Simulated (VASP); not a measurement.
# GeSe (Pnma) in VASP: single point with PBE

Aim: the single point of GeSe with PBE.

All numbers are computed with VASP 6.6.1; they aren't measurements. Logs are shortened: lines on timing, memory, paths and dates and some standing lists are left out, and cuts for length are marked.

## (1) Starting point

Symmetry: Pnma, No. 62, orthorhombic system. Conventional cell: a = 11.256 Å, b = 3.787 Å, c = 4.664 Å, α = 90.00°, β = 90.00°, γ = 90.00°. Around Ge (site symmetry m) lie 3 Se at 2.56 Å. Se (site symmetry m) is surrounded by 3 Ge at 2.56 Å.

The cell is a database's computed one.

## (2) Single point, PBE

The input, INCAR:

```
PREC     = Accurate       # precision mode
ENCUT    = 520            # plane-wave cutoff, eV
EDIFF    = 1E-7           # SCF threshold, eV
ISMEAR   = 0              # smearing method
SIGMA    = 0.1            # smearing width, eV
LREAL    = False          # projectors in reciprocal space
LASPH    = True           # aspherical terms in the spheres
NELM     = 100            # most SCF steps
ALGO     = Fast           # electronic algorithm
ISIF     = 2              # what is computed and relaxed
LWAVE    = False          # write WAVECAR
LCHARG   = True           # write CHGCAR
GGA      = PE             # functional
LELF     = True           # ELF
LVHAR    = True         
NBANDS   = 50             # bands
```

The input, KPOINTS:

```
regular mesh
0
Gamma
  2 4 4
```

The input, POSCAR:

```
GeSe
1.0
   11.2560348500      0.0000000000      0.0000000000
    0.0000000000      3.7871878100      0.0000000000
    0.0000000000      0.0000000000      4.6643633800
Ge Se
4 4
Direct
    0.1290986400      0.2500000000      0.1190017300
    0.8709013500      0.7500000000      0.8809982500
    0.3709013500      0.7500000000      0.6190017500
    0.6290986500      0.2500000000      0.3809982800
    0.8492791700      0.2500000000      0.5154685400
    0.1507208000      0.7500000000      0.4845314300
    0.6507208300      0.7500000000      0.0154685600
    0.3492792000      0.2500000000      0.9845314600
```

Potentials or basis: VASP PAW PBE potentials, release 64 (Ge_d, Se).

Command:

```console
$ cat potpaw_PBE.64/Ge_d/POTCAR potpaw_PBE.64/Se/POTCAR > POTCAR
$ mpirun -np 1 vasp_std > vasp.out
```

OUTCAR:

```text
PREC = Accurate
   ENCUT = 520
   EDIFF = 1E-7
   ISMEAR = 0
   LREAL = False
   LASPH = True
   NELM = 100
   ISIF = 2
   GGA = PE

 ion  position               nearest neighbor table
   1  0.129  0.250  0.119-   8 2.56   6 2.56   6 2.56
   2  0.871  0.750  0.881-   7 2.56   5 2.56   5 2.56
   3  0.371  0.750  0.619-   6 2.56   8 2.56   8 2.56
   4  0.629  0.250  0.381-   5 2.56   7 2.56   7 2.56
   5  0.849  0.250  0.515-   4 2.56   2 2.56   2 2.56
   6  0.151  0.750  0.485-   3 2.56   1 2.56   1 2.56
   7  0.651  0.750  0.015-   2 2.56   4 2.56   4 2.56
   8  0.349  0.250  0.985-   1 2.56   3 2.56   3 2.56

  LATTYP: Found a simple orthorhombic cell.
 ALAT       =     3.7871878100
 B/A-ratio  =     1.2316166016
 C/A-ratio  =     2.9721353719

  Lattice vectors:

 A1 = (   0.0000000000,   3.7871878100,   0.0000000000)
 A2 = (   0.0000000000,   0.0000000000,   4.6643633800)
 A3 = (  11.2560348500,   0.0000000000,   0.0000000000)

Analysis of symmetry for initial positions (statically):
=====================================================================
 Subroutine PRICEL returns:
 Original cell was already a primitive cell.

 Routine SETGRP: Setting up the symmetry group for a
 simple orthorhombic supercell.

 Subroutine GETGRP returns: Found  8 space group operations
 (whereof  2 operations were pure point group operations)
 out of a pool of  8 trial point group operations.

The static configuration has the point symmetry S_2 .
 The point group associated with its full space group is D_2h.

Analysis of symmetry for dynamics (positions and initial velocities):
=====================================================================
 Subroutine PRICEL returns:
 Original cell was already a primitive cell.

 Routine SETGRP: Setting up the symmetry group for a
 simple orthorhombic supercell.

 Subroutine GETGRP returns: Found  8 space group operations
 (whereof  2 operations were pure point group operations)
 out of a pool of  8 trial point group operations.

The dynamic configuration has the point symmetry S_2 .
 The point group associated with its full space group is D_2h.

 Subroutine INISYM returns: Found  8 space group operations
 (whereof  2 operations are pure point group operations),
 and found     1 'primitive' translations

----------------------------------------------------------------------------------------

                                     Primitive cell

  volume of cell :     198.8358

  direct lattice vectors                    reciprocal lattice vectors
    11.256034850  0.000000000  0.000000000     0.088841232  0.000000000  0.000000000
     0.000000000  3.787187810  0.000000000     0.000000000  0.264048167  0.000000000
     0.000000000  0.000000000  4.664363380     0.000000000  0.000000000  0.214391530

  length of vectors
    11.256034850  3.787187810  4.664363380     0.088841232  0.264048167  0.214391530

  position of ions in fractional coordinates (direct lattice)
     0.129098640  0.250000000  0.119001730
     0.870901350  0.750000000  0.880998250
     0.370901350  0.750000000  0.619001750
     0.629098650  0.250000000  0.380998280
     0.849279170  0.250000000  0.515468540
     0.150720800  0.750000000  0.484531430
     0.650720830  0.750000000  0.015468560
     0.349279200  0.250000000  0.984531460

  ion indices of the primitive-cell ions
   primitive index   ion index
                 1           1
                 2           2
                 3           3
                 4           4
                 5           5
                 6           6
                 7           7
                 8           8

----------------------------------------------------------------------------------------

 KPOINTS: regular mesh

Automatic generation of k-mesh.
 Grid dimensions read from file:
 generate k-points for:    2    4    4

 Generating k-lattice:

  Cartesian coordinates                     Fractional coordinates (reciprocal lattice)
     0.044420616  0.000000000  0.000000000     0.500000000  0.000000000  0.000000000
     0.000000000  0.066012042  0.000000000     0.000000000  0.250000000  0.000000000
     0.000000000  0.000000000  0.053597882     0.000000000  0.000000000  0.250000000

  Length of vectors
     0.044420616  0.066012042  0.053597882

  Shift w.r.t. Gamma in fractional coordinates (k-lattice)
     0.000000000  0.000000000  0.000000000

 Subroutine IBZKPT returns following result:
 ===========================================

 Found     18 irreducible k-points:

 Following reciprocal coordinates:
            Coordinates               Weight
  0.000000  0.000000  0.000000      1.000000
  0.500000  0.000000  0.000000      1.000000
  0.000000  0.250000  0.000000      2.000000
  0.500000  0.250000  0.000000      2.000000
  0.000000  0.500000  0.000000      1.000000
  0.500000  0.500000  0.000000      1.000000
[... 10 lines left out ...]
  0.000000  0.500000  0.500000      1.000000
  0.500000  0.500000  0.500000      1.000000
   k-points           NKPTS =     18   k-points in BZ     NKDIM =     18   number of bands    NBANDS=     50
   number of dos      NEDOS =    301   number of ions     NIONS =      8
   total plane-waves  NPLWV =  84672
   dimension x,y,z NGX =    84 NGY =   28 NGZ =   36
   dimension x,y,z NGXF=   168 NGYF=   56 NGZF=   72
   ions per type =               4   4
   NGX,Y,Z   is equivalent  to a cutoff of  12.41, 12.29, 12.83 a.u.
   NGXF,Y,Z  is equivalent  to a cutoff of  24.81, 24.58, 25.66 a.u.
 SYSTEM =  unknown system
   PREC   = accura    normal or accurate (medium, high low for compatibility)
   ISTART =      0    job   : 0-new  1-cont  2-samecut
   ICHARG =      2    charge: 1-file 2-atom 10-const
   ISPIN  =      1    spin polarized calculation?
   LNONCOLLINEAR =      F non collinear calculations
   LSORBIT =      F    spin-orbit coupling
   LASPH  =      T    aspherical Exc in radial PAW
   ENCUT  =  520.0 eV  38.22 Ry    6.18 a.u.  20.93  7.04  8.67*2*pi/ulx,y,z
   NELM   =    100;   NELMIN=  2; NELMDL= -5     # of ELM steps
   EDIFF  = 0.1E-06   stopping-criterion for ELM
   LREAL  =      F    real-space projection
   EDIFFG = 0.1E-05   stopping-criterion for IOM
   NSW    =      0    number of steps for IOM
   IBRION =     -1    ionic relax: 0-MD 1-quasi-New 2-CG
   NFREE  =      0    steps in history (QN), initial steepest desc. (CG)
   ISIF   =      2    stress and relaxation
   ISYM   =      2    0-nonsym 1-usesym 2-fastsym
   POTIM  = 0.5000    time-step for ionic-motion
   TEBEG  =    0.0;   TEEND  =   0.0 temperature during run
   PSTRESS=    0.0 pullay stress
   NELECT =      80.0000    total number of electrons
   NUPDOWN=      -1.0000    fix difference up-down
   EMIN   =  10.00;   EMAX   =-10.00  energy-range for DOS
   EFERMI =   0.00;   METHOD = LEGACY
   ISMEAR =     0;   SIGMA  =   0.10  broadening in eV -4-tet -1-fermi 0-gaus
   EFERMI_NEDOS =   21; number of points for ismear=-14 and -15
   IALGO  =     68    algorithm
   IMIX   =      4    mixing-type and parameters
     AMIX     =   0.40;   BMIX     =  1.00
     AMIX_MAG =   1.60;   BMIX_MAG =  1.00
  volume/ion in A,a.u.               =      24.85       167.73
  Fermi-wavevector in a.u.,A,eV,Ry     =   1.208574  2.283874 19.873368  1.460651
  Thomas-Fermi vector in A             =   2.344178
   LORBIT       =      0    0 simple, 1 ext, 2 COOP (PROOUT), +10 PAW based schemes
   GGA     = PE    functional components
   LHFCALC =     F    Hartree Fock is set to
   AEXX    =    0.0000 exact exchange contribution
   IVDW    =     0    specifies the selected vdW correction
   LEPSILON=     F    determine dielectric tensor
   LRPA    =     F    only Hartree local field effects (RPA)
 non-spin polarized calculation
 RMM-DIIS sequential band-by-band and
 Gauss-broadening in eV      SIGMA  =   0.10
  energy-cutoff  :      520.00
  volume of cell :      198.84
 maximum number of plane-waves:      5400
 NGX is ok and might be reduce to    84
   NGX = 41   NGY = 15   NGZ = 17

 number of electron      79.9999956 magnetization

 Free energy of the ion-electron system (eV)
  ---------------------------------------------------
  ext. energy  EPLUGINS =         0.00000000
  ---------------------------------------------------
  free energy    TOTEN  =       -33.81706822 eV

  energy without entropy =      -33.81706822  energy(sigma->0) =      -33.81706822

 E-fermi :   4.1082     XC(G=0):  -9.4974

 val. band max:        3.6890565594   @ k =   0.0000   0.0000   0.0000
 cond. band min:       4.5488928539   @ k =   0.0000   0.0000   0.0000
 fundamental gap:      0.8598362945
 Fermi energy:         4.1081954692

 k-point     1 :       0.0000    0.0000    0.0000
  band No.  band energies     occupation
      1     -20.8684      2.00000
      2     -20.8671      2.00000
      3     -20.8638      2.00000
      4     -20.8634      2.00000
      5     -20.8633      2.00000
      6     -20.8625      2.00000
[... 42 lines left out ...]
     49       8.8766      0.00000
     50       9.0973      0.00000

 k-point     2 :       0.5000    0.0000    0.0000
  band No.  band energies     occupation
      1     -20.8679      2.00000
      2     -20.8678      2.00000
      3     -20.8636      2.00000
      4     -20.8636      2.00000
      5     -20.8629      2.00000
      6     -20.8629      2.00000
[... 42 lines left out ...]
     49       8.7311      0.00000
     50       8.9579      0.00000

 k-point     3 :       0.0000    0.2500    0.0000
  band No.  band energies     occupation
      1     -20.8671      2.00000
      2     -20.8668      2.00000
      3     -20.8665      2.00000
      4     -20.8661      2.00000
      5     -20.8613      2.00000
      6     -20.8607      2.00000
[... 784 lines left out ...]
     49       8.8362      0.00000
     50       8.8372      0.00000

 k-point    18 :       0.5000    0.5000    0.5000
  band No.  band energies     occupation
      1     -20.8698      2.00000
      2     -20.8698      2.00000
      3     -20.8698      2.00000
      4     -20.8698      2.00000
      5     -20.8566      2.00000
      6     -20.8566      2.00000
[... 42 lines left out ...]
     49       9.9456      0.00000
     50       9.9671      0.00000

------------------------ aborting loop because EDIFF is reached ----------------------------------------

  FORCE on cell =-STRESS in cart. coord.  units (eV):
  Direction    XX          YY          ZZ          XY          YZ          ZX
  --------------------------------------------------------------------------------------
  -------------------------------------------------------------------------------------
  Total        1.7249746      3.0697890      0.9588938      0.0000000      0.0000000      0.0000000
  in kB       13.8994827     24.7357146      7.7265646      0.0000000      0.0000000      0.0000000
  external PRESSURE =      15.4539206 kB  Pullay stress =       0.0000000 kB

 VOLUME and BASIS-vectors are now :
 -----------------------------------------------------------------------------
  energy-cutoff  :      520.00
  volume of cell :      198.84
      direct lattice vectors                 reciprocal lattice vectors
    11.256034850  0.000000000  0.000000000     0.088841232  0.000000000  0.000000000
     0.000000000  3.787187810  0.000000000     0.000000000  0.264048167  0.000000000
     0.000000000  0.000000000  4.664363380     0.000000000  0.000000000  0.214391530

 POSITION                                       TOTAL-FORCE (eV/Angst)
 -----------------------------------------------------------------------------------
      1.45314      0.94680      0.55507        -0.202483      0.000000     -0.191436
      9.80290      2.84039      4.10930         0.202483     -0.000000      0.191436
      4.17488      2.84039      2.88725         0.202483      0.000000     -0.191436
      7.08116      0.94680      1.77711        -0.202483     -0.000000      0.191436
      9.55952      0.94680      2.40433         0.153565     -0.000000     -0.196272
      1.69652      2.84039      2.26003        -0.153565     -0.000000      0.196272
      7.32454      2.84039      0.07215        -0.153565      0.000000     -0.196272
      3.93150      0.94680      4.59221         0.153565      0.000000      0.196272
 -----------------------------------------------------------------------------------
    total drift:                               -0.000067      0.000000      0.000014

  FREE ENERGIE OF THE ION-ELECTRON SYSTEM (eV)
  ---------------------------------------------------
  free  energy   TOTEN  =       -33.8170682167 eV

  energy  without entropy=      -33.8170682167  energy(sigma->0) =      -33.81706822
```

Wall time 2.5 min (1 thread of Intel Xeon 6975P-C (Granite Rapids), shared host); peak memory 0.35 GiB.

What came out:

- Free energy: -33.8171 eV
- Pressure: 1.5 GPa
- Largest force: 0.279 eV/Å
- Band gap on the k mesh: 0.86 eV, direct

Forces on the atoms (eV/Å):
```
Ge  -0.202  0.000 -0.191
Ge   0.202  0.000  0.191
Ge   0.202  0.000 -0.191
Ge  -0.202  0.000  0.191
Se   0.154  0.000 -0.196
Se  -0.154  0.000  0.196
Se  -0.154  0.000 -0.196
Se   0.154  0.000  0.196
```

Caveat: this functional lacks dispersion, which binds the layers, so the pressure and a relaxed spacing across them are unreliable.
